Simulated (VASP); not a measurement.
# Gd (Im-3m) in VASP: settings compared, part 4 of 10

VASP 6.6.1. Earlier steps stand in the parts before.

## 12. Equation of state, PBE, collinear spin, ferromagnetic start, 32.22 Å³/atom

INCAR

```
SYSTEM = Gd
ADDGRID = .False. ; ALGO = Normal
EDIFF = 1E-6 ; ENCUT = 450
GGA = PE ; ISIF = 2
ISMEAR = 0 ; ISPIN = 2
LASPH = .True. ; LCHARG = .False.
LMAXMIX = 6 ; LORBIT = 11
LREAL = .False. ; LWAVE = .False.
MAGMOM = 7 ; NELM = 100
PREC = Accurate ; SIGMA = 0.2
```

KPOINTS

```
k-points
0
Gamma
  2 2 2
  0 0 0
```

POSCAR

```
Gd
1.0
   -2.0045440560      2.0045440560      2.0045440560
    2.0045440560     -2.0045440560      2.0045440560
    2.0045440560      2.0045440560     -2.0045440560
Gd
1
Direct
    0.0000000000      0.0000000000      0.0000000000
```

Potentials or basis: VASP PAW PBE potentials, release 64 (Gd).

Run with:

```console
cat potpaw_PBE.64/Gd/POTCAR > POTCAR
mpirun -np 1 vasp_std > vasp.out
```

Wall time 16 s (1 thread of Intel Xeon Platinum 8559C (Emerald Rapids), shared host); peak memory 0.14 GiB.

The run converged, but some of its settings lie outside the range that counts as converged, so its numbers aren't taken as properties of the crystal.

What came out:

| Quantity | Value |
| --- | --- |
| Free energy | -13.0140 eV |
| Pressure | -17.1 GPa |
| Band gap on the k mesh | none (metal or under the smearing width) |
| Net moment | 7.71 μB per cell |
| Site moments | Gd +7.14 μB |
| Valence electrons inside the program's atomic spheres | Gd 15.24 |

Caveat: the k mesh is coarse (spacing up to 1.11 Å⁻¹), so the values aren't converged; spin-orbit coupling is left out, which moves the levels of the heavy elements.

## 13. Equation of state, PBE, collinear spin, ferromagnetic start, 34.21 Å³/atom

INCAR is that of step 12.

KPOINTS is that of step 12.

POSCAR

```
Gd
1.0
   -2.0450508090      2.0450508090      2.0450508090
    2.0450508090     -2.0450508090      2.0450508090
    2.0450508090      2.0450508090     -2.0450508090
Gd
1
Direct
    0.0000000000      0.0000000000      0.0000000000
```

Run with:

```console
cat potpaw_PBE.64/Gd/POTCAR > POTCAR
mpirun -np 1 vasp_std > vasp.out
```

Run time: 19 s. Hardware: 1 thread of Intel Xeon Platinum 8559C (Emerald Rapids), shared host; peak memory 0.17 GiB.

These settings aren't checked as converged: the numbers below hold their error.

Results:

| Item | Value |
| --- | --- |
| Free energy | -12.8111 eV |
| Pressure | -16.7 GPa |
| Band gap on the k mesh | none (metal or under the smearing width) |
| Net moment | 7.68 μB per cell |
| Site moments | Gd +7.11 μB |
| Valence electrons inside the program's atomic spheres | Gd 15.22 |

Caveat: the k mesh is coarse (spacing up to 1.09 Å⁻¹), so the values aren't converged; spin-orbit coupling is left out, which moves the levels of the heavy elements.

## 14. Equation of state, PBE, collinear spin, ferromagnetic start, 32.22 Å³/atom

Edit INCAR of step 13 so:

```diff
@@ -2,3 +2,3 @@
 ADDGRID = .False. ; ALGO = Normal
-EDIFF = 1E-6 ; ENCUT = 450
+EDIFF = 1E-6 ; ENCUT = 550
 GGA = PE ; ISIF = 2
```

KPOINTS is that of step 13.

POSCAR

```
Gd
1.0
   -2.0045440560      2.0045440560      2.0045440560
    2.0045440560     -2.0045440560      2.0045440560
    2.0045440560      2.0045440560     -2.0045440560
Gd
1
Direct
    0.0000000000      0.0000000000      0.0000000000
```

Run with:

```console
cat potpaw_PBE.64/Gd/POTCAR > POTCAR
mpirun -np 1 vasp_std > vasp.out
```

Run time: 19 s. Hardware: 1 thread of Intel Xeon Platinum 8559C (Emerald Rapids), shared host; peak memory 0.17 GiB.

The run converged, but some of its settings lie outside the range that counts as converged, so its numbers aren't taken as properties of the crystal.

What came out:

| Quantity | Value |
| --- | --- |
| Free energy | -13.0224 eV |
| Pressure | -16.7 GPa |
| Band gap on the k mesh | none (metal or under the smearing width) |
| Net moment | 7.72 μB per cell |
| Site moments | Gd +7.14 μB |
| Valence electrons inside the program's atomic spheres | Gd 15.24 |

Caveat: the k mesh is coarse (spacing up to 1.11 Å⁻¹), so the values aren't converged; spin-orbit coupling is left out, which moves the levels of the heavy elements.

## 15. Equation of state, PBE, collinear spin, ferromagnetic start, 34.21 Å³/atom

INCAR is that of step 14.

KPOINTS is that of step 14.

POSCAR

```
Gd
1.0
   -2.0450508090      2.0450508090      2.0450508090
    2.0450508090     -2.0450508090      2.0450508090
    2.0450508090      2.0450508090     -2.0450508090
Gd
1
Direct
    0.0000000000      0.0000000000      0.0000000000
```

Potentials or basis: VASP PAW PBE potentials, release 64 (Gd).

Run with:

```console
cat potpaw_PBE.64/Gd/POTCAR > POTCAR
mpirun -np 1 vasp_std > vasp.out
```

Wall time 20 s (1 thread of Intel Xeon Platinum 8559C (Emerald Rapids), shared host); peak memory 0.17 GiB.

The run converged, but some of its settings lie outside the range that counts as converged, so its numbers aren't taken as properties of the crystal.

What came out:

```
Free energy                                           : -12.8168 eV
Pressure                                              : -16.4 GPa
Band gap on the k mesh                                : none (metal or under the smearing width)
Net moment                                            : 7.68 μB per cell
Site moments                                          : Gd +7.11 μB
Valence electrons inside the program's atomic spheres : Gd 15.22
```

Caveat: the k mesh is coarse (spacing up to 1.09 Å⁻¹), so the values aren't converged; spin-orbit coupling is left out, which moves the levels of the heavy elements.

## 16. Equation of state, PBE, collinear spin, ferromagnetic start, 32.22 Å³/atom

Edit INCAR of step 15 so:

```diff
@@ -2,3 +2,3 @@
 ADDGRID = .False. ; ALGO = Normal
-EDIFF = 1E-6 ; ENCUT = 550
+EDIFF = 1E-6 ; ENCUT = 700
 GGA = PE ; ISIF = 2
```

KPOINTS is that of step 15.

POSCAR

```
Gd
1.0
   -2.0045440560      2.0045440560      2.0045440560
    2.0045440560     -2.0045440560      2.0045440560
    2.0045440560      2.0045440560     -2.0045440560
Gd
1
Direct
    0.0000000000      0.0000000000      0.0000000000
```

Run with:

```console
cat potpaw_PBE.64/Gd/POTCAR > POTCAR
mpirun -np 1 vasp_std > vasp.out
```

Wall time 22 s (1 thread of Intel Xeon Platinum 8559C (Emerald Rapids), shared host); peak memory 0.19 GiB.

The run converged, but some of its settings lie outside the range that counts as converged, so its numbers aren't taken as properties of the crystal.

What came out:

```yaml
Free_energy: -13.0266 eV
Pressure: -16.5 GPa
Band_gap_on_the_k_mesh: none (metal or under the smearing width)
Net_moment: 7.72 μB per cell
Site_moments: Gd +7.14 μB
Valence_electrons_inside_the_program's_atomic_spheres: Gd 15.24
```

Caveat: the k mesh is coarse (spacing up to 1.11 Å⁻¹), so the values aren't converged; spin-orbit coupling is left out, which moves the levels of the heavy elements.

## 17. Equation of state, PBE, collinear spin, ferromagnetic start, 34.21 Å³/atom

INCAR is that of step 16.

KPOINTS is that of step 16.

POSCAR

```
Gd
1.0
   -2.0450508090      2.0450508090      2.0450508090
    2.0450508090     -2.0450508090      2.0450508090
    2.0450508090      2.0450508090     -2.0450508090
Gd
1
Direct
    0.0000000000      0.0000000000      0.0000000000
```

Run with:

```console
cat potpaw_PBE.64/Gd/POTCAR > POTCAR
mpirun -np 1 vasp_std > vasp.out
```

Run time: 22 s. Hardware: 1 thread of Intel Xeon Platinum 8559C (Emerald Rapids), shared host; peak memory 0.21 GiB.

These settings aren't checked as converged: the numbers below hold their error.

What came out:

```
Free energy                                           : -12.8211 eV
Pressure                                              : -16.4 GPa
Band gap on the k mesh                                : none (metal or under the smearing width)
Net moment                                            : 7.68 μB per cell
Site moments                                          : Gd +7.11 μB
Valence electrons inside the program's atomic spheres : Gd 15.22
```

Caveat: the k mesh is coarse (spacing up to 1.09 Å⁻¹), so the values aren't converged; spin-orbit coupling is left out, which moves the levels of the heavy elements.

## 18. Equation of state, PBE, collinear spin, ferromagnetic start, 32.22 Å³/atom

Edit INCAR of step 17 so:

```diff
@@ -2,3 +2,3 @@
 ADDGRID = .False. ; ALGO = Normal
-EDIFF = 1E-6 ; ENCUT = 700
+EDIFF = 1E-6 ; ENCUT = 250
 GGA = PE ; ISIF = 2
```

KPOINTS

```
k-points
0
Gamma
  4 4 4
  0 0 0
```

POSCAR

```
Gd
1.0
   -2.0045440560      2.0045440560      2.0045440560
    2.0045440560     -2.0045440560      2.0045440560
    2.0045440560      2.0045440560     -2.0045440560
Gd
1
Direct
    0.0000000000      0.0000000000      0.0000000000
```

Potentials or basis: VASP PAW PBE potentials, release 64 (Gd).

Run with:

```console
cat potpaw_PBE.64/Gd/POTCAR > POTCAR
mpirun -np 1 vasp_std > vasp.out
```

It took 13 s on 1 thread of Intel Xeon Platinum 8559C (Emerald Rapids), shared host; peak memory 0.12 GiB.

The run converged, but a check on its numbers failed (symmetry, net force, bounds or a known fault of this set-up), so they aren't taken as properties of the crystal.

Caveat: the k mesh is coarse (spacing up to 0.55 Å⁻¹), so the values aren't converged; the cutoff lies under the usual one of these potentials, so the numbers hold a large basis-set error; spin-orbit coupling is left out, which moves the levels of the heavy elements.

## 19. Equation of state, PBE, collinear spin, ferromagnetic start, 34.21 Å³/atom

INCAR is that of step 18.

KPOINTS is that of step 18.

POSCAR

```
Gd
1.0
   -2.0450508090      2.0450508090      2.0450508090
    2.0450508090     -2.0450508090      2.0450508090
    2.0450508090      2.0450508090     -2.0450508090
Gd
1
Direct
    0.0000000000      0.0000000000      0.0000000000
```

Run with:

```console
cat potpaw_PBE.64/Gd/POTCAR > POTCAR
mpirun -np 1 vasp_std > vasp.out
```

Run time: 12 s. Hardware: 1 thread of Intel Xeon Platinum 8559C (Emerald Rapids), shared host; peak memory 0.12 GiB.

The run converged, but a check on its numbers failed (symmetry, net force, bounds or a known fault of this set-up), so they aren't taken as properties of the crystal.

Caveat: the k mesh is coarse (spacing up to 0.54 Å⁻¹), so the values aren't converged; the cutoff lies under the usual one of these potentials, so the numbers hold a large basis-set error; spin-orbit coupling is left out, which moves the levels of the heavy elements.

## 20. Equation of state, PBE, collinear spin, ferromagnetic start, 32.22 Å³/atom

Edit INCAR of step 19 so:

```diff
@@ -2,3 +2,3 @@
 ADDGRID = .False. ; ALGO = Normal
-EDIFF = 1E-6 ; ENCUT = 250
+EDIFF = 1E-6 ; ENCUT = 300
 GGA = PE ; ISIF = 2
```

KPOINTS is that of step 19.

POSCAR

```
Gd
1.0
   -2.0045440560      2.0045440560      2.0045440560
    2.0045440560     -2.0045440560      2.0045440560
    2.0045440560      2.0045440560     -2.0045440560
Gd
1
Direct
    0.0000000000      0.0000000000      0.0000000000
```

Run with:

```console
cat potpaw_PBE.64/Gd/POTCAR > POTCAR
mpirun -np 1 vasp_std > vasp.out
```

It took 13 s on 1 thread of Intel Xeon Platinum 8559C (Emerald Rapids), shared host; peak memory 0.13 GiB.

The run converged, but a check on its numbers failed (symmetry, net force, bounds or a known fault of this set-up), so they aren't taken as properties of the crystal.

Caveat: the k mesh is coarse (spacing up to 0.55 Å⁻¹), so the values aren't converged; the cutoff lies under the usual one of these potentials, so the numbers hold a large basis-set error; spin-orbit coupling is left out, which moves the levels of the heavy elements.

## 21. Equation of state, PBE, collinear spin, ferromagnetic start, 34.21 Å³/atom

INCAR is that of step 20.

KPOINTS is that of step 20.

POSCAR

```
Gd
1.0
   -2.0450508090      2.0450508090      2.0450508090
    2.0450508090     -2.0450508090      2.0450508090
    2.0450508090      2.0450508090     -2.0450508090
Gd
1
Direct
    0.0000000000      0.0000000000      0.0000000000
```

Potentials or basis: VASP PAW PBE potentials, release 64 (Gd).

Run with:

```console
cat potpaw_PBE.64/Gd/POTCAR > POTCAR
mpirun -np 1 vasp_std > vasp.out
```

Run time: 13 s. Hardware: 1 thread of Intel Xeon Platinum 8559C (Emerald Rapids), shared host; peak memory 0.13 GiB.

The run converged, but a check on its numbers failed (symmetry, net force, bounds or a known fault of this set-up), so they aren't taken as properties of the crystal.

Caveat: the k mesh is coarse (spacing up to 0.54 Å⁻¹), so the values aren't converged; the cutoff lies under the usual one of these potentials, so the numbers hold a large basis-set error; spin-orbit coupling is left out, which moves the levels of the heavy elements.

## 22. Equation of state, PBE, collinear spin, ferromagnetic start, 32.22 Å³/atom

Edit INCAR of step 21 so:

```diff
@@ -2,3 +2,3 @@
 ADDGRID = .False. ; ALGO = Normal
-EDIFF = 1E-6 ; ENCUT = 300
+EDIFF = 1E-6 ; ENCUT = 250
 GGA = PE ; ISIF = 2
```

KPOINTS

```
k-points
0
Gamma
  5 5 5
  0 0 0
```

POSCAR

```
Gd
1.0
   -2.0045440560      2.0045440560      2.0045440560
    2.0045440560     -2.0045440560      2.0045440560
    2.0045440560      2.0045440560     -2.0045440560
Gd
1
Direct
    0.0000000000      0.0000000000      0.0000000000
```

Run with:

```console
cat potpaw_PBE.64/Gd/POTCAR > POTCAR
mpirun -np 1 vasp_std > vasp.out
```

Run time: 12 s. Hardware: 1 thread of Intel Xeon Platinum 8559C (Emerald Rapids), shared host; peak memory 0.13 GiB.

The run converged, but a check on its numbers failed (symmetry, net force, bounds or a known fault of this set-up), so they aren't taken as properties of the crystal.

Caveat: the k mesh is coarse (spacing up to 0.44 Å⁻¹), so the values aren't converged; the cutoff lies under the usual one of these potentials, so the numbers hold a large basis-set error; spin-orbit coupling is left out, which moves the levels of the heavy elements.

## 23. Equation of state, PBE, collinear spin, ferromagnetic start, 34.21 Å³/atom

INCAR is that of step 22.

KPOINTS is that of step 22.

POSCAR

```
Gd
1.0
   -2.0450508090      2.0450508090      2.0450508090
    2.0450508090     -2.0450508090      2.0450508090
    2.0450508090      2.0450508090     -2.0450508090
Gd
1
Direct
    0.0000000000      0.0000000000      0.0000000000
```

Run with:

```console
cat potpaw_PBE.64/Gd/POTCAR > POTCAR
mpirun -np 1 vasp_std > vasp.out
```

It took 12 s on 1 thread of Intel Xeon Platinum 8559C (Emerald Rapids), shared host; peak memory 0.12 GiB.

The run converged, but a check on its numbers failed (symmetry, net force, bounds or a known fault of this set-up), so they aren't taken as properties of the crystal.

Caveat: the k mesh is coarse (spacing up to 0.43 Å⁻¹), so the values aren't converged; the cutoff lies under the usual one of these potentials, so the numbers hold a large basis-set error; spin-orbit coupling is left out, which moves the levels of the heavy elements.

## 24. Equation of state, PBE, collinear spin, ferromagnetic start, 32.22 Å³/atom

Edit INCAR of step 23 so:

```diff
@@ -2,3 +2,3 @@
 ADDGRID = .False. ; ALGO = Normal
-EDIFF = 1E-6 ; ENCUT = 250
+EDIFF = 1E-6 ; ENCUT = 400
 GGA = PE ; ISIF = 2
```

KPOINTS

```
k-points
0
Gamma
  4 4 4
  0 0 0
```

POSCAR

```
Gd
1.0
   -2.0045440560      2.0045440560      2.0045440560
    2.0045440560     -2.0045440560      2.0045440560
    2.0045440560      2.0045440560     -2.0045440560
Gd
1
Direct
    0.0000000000      0.0000000000      0.0000000000
```

Potentials or basis: VASP PAW PBE potentials, release 64 (Gd).

Run with:

```console
cat potpaw_PBE.64/Gd/POTCAR > POTCAR
mpirun -np 1 vasp_std > vasp.out
```

It took 16 s on 1 thread of Intel Xeon Platinum 8559C (Emerald Rapids), shared host; peak memory 0.15 GiB.

These settings aren't checked as converged: the numbers below hold their error.

What came out:

```yaml
Free_energy: -11.6094 eV
Pressure: 1.0 GPa
Band_gap_on_the_k_mesh: none (metal or under the smearing width)
Net_moment: 7.64 μB per cell
Site_moments: Gd +7.00 μB
Valence_electrons_inside_the_program's_atomic_spheres: Gd 15.20
```

Caveat: the k mesh is coarse (spacing up to 0.55 Å⁻¹), so the values aren't converged; the cutoff is under 1.25 times the usual one of these potentials, so pressure, stress and relaxed cells hold a basis-set (Pulay) error; spin-orbit coupling is left out, which moves the levels of the heavy elements.

## 25. Equation of state, PBE, collinear spin, ferromagnetic start, 34.21 Å³/atom

INCAR is that of step 24.

KPOINTS is that of step 24.

POSCAR

```
Gd
1.0
   -2.0450508090      2.0450508090      2.0450508090
    2.0450508090     -2.0450508090      2.0450508090
    2.0450508090      2.0450508090     -2.0450508090
Gd
1
Direct
    0.0000000000      0.0000000000      0.0000000000
```

Run with:

```console
cat potpaw_PBE.64/Gd/POTCAR > POTCAR
mpirun -np 1 vasp_std > vasp.out
```

It took 20 s on 1 thread of Intel Xeon Platinum 8559C (Emerald Rapids), shared host; peak memory 0.14 GiB.

The run converged, but some of its settings lie outside the range that counts as converged, so its numbers aren't taken as properties of the crystal.

What came out:

- Free energy: -11.6214 eV
- Pressure: -0.8 GPa
- Band gap on the k mesh: none (metal or under the smearing width)
- Net moment: 7.67 μB per cell
- Site moments: Gd +7.00 μB
- Valence electrons inside the program's atomic spheres: Gd 15.18

Caveat: the k mesh is coarse (spacing up to 0.54 Å⁻¹), so the values aren't converged; the cutoff is under 1.25 times the usual one of these potentials, so pressure, stress and relaxed cells hold a basis-set (Pulay) error; spin-orbit coupling is left out, which moves the levels of the heavy elements.

## 26. Equation of state, PBE, collinear spin, ferromagnetic start, 32.22 Å³/atom

Edit INCAR of step 25 so:

```diff
@@ -2,3 +2,3 @@
 ADDGRID = .False. ; ALGO = Normal
-EDIFF = 1E-6 ; ENCUT = 400
+EDIFF = 1E-6 ; ENCUT = 450
 GGA = PE ; ISIF = 2
```

KPOINTS is that of step 25.

POSCAR

```
Gd
1.0
   -2.0045440560      2.0045440560      2.0045440560
    2.0045440560     -2.0045440560      2.0045440560
    2.0045440560      2.0045440560     -2.0045440560
Gd
1
Direct
    0.0000000000      0.0000000000      0.0000000000
```

Run with:

```console
cat potpaw_PBE.64/Gd/POTCAR > POTCAR
mpirun -np 1 vasp_std > vasp.out
```

Wall time 20 s (1 thread of Intel Xeon Platinum 8559C (Emerald Rapids), shared host); peak memory 0.15 GiB.

The run converged, but some of its settings lie outside the range that counts as converged, so its numbers aren't taken as properties of the crystal.

Results:

| Quantity | Value |
| --- | --- |
| Free energy | -11.6235 eV |
| Pressure | 1.5 GPa |
| Band gap on the k mesh | none (metal or under the smearing width) |
| Net moment | 7.64 μB per cell |
| Site moments | Gd +6.99 μB |
| Valence electrons inside the program's atomic spheres | Gd 15.21 |

Caveat: the k mesh is coarse (spacing up to 0.55 Å⁻¹), so the values aren't converged; spin-orbit coupling is left out, which moves the levels of the heavy elements.

## 27. Equation of state, PBE, collinear spin, ferromagnetic start, 34.21 Å³/atom

INCAR is that of step 26.

KPOINTS is that of step 26.

POSCAR

```
Gd
1.0
   -2.0450508090      2.0450508090      2.0450508090
    2.0450508090     -2.0450508090      2.0450508090
    2.0450508090      2.0450508090     -2.0450508090
Gd
1
Direct
    0.0000000000      0.0000000000      0.0000000000
```

Potentials or basis: VASP PAW PBE potentials, release 64 (Gd).

Run with:

```console
cat potpaw_PBE.64/Gd/POTCAR > POTCAR
mpirun -np 1 vasp_std > vasp.out
```

Run time: 28 s. Hardware: 1 thread of Intel Xeon Platinum 8559C (Emerald Rapids), shared host; peak memory 0.18 GiB.

These settings aren't checked as converged: the numbers below hold their error.

Results:

| Property | Result |
| --- | --- |
| Free energy | -11.6357 eV |
| Pressure | -0.5 GPa |
| Band gap on the k mesh | none (metal or under the smearing width) |
| Net moment | 7.67 μB per cell |
| Site moments | Gd +7.00 μB |
| Valence electrons inside the program's atomic spheres | Gd 15.18 |

Caveat: the k mesh is coarse (spacing up to 0.54 Å⁻¹), so the values aren't converged; spin-orbit coupling is left out, which moves the levels of the heavy elements.

(Continued in part 5 of 10.)
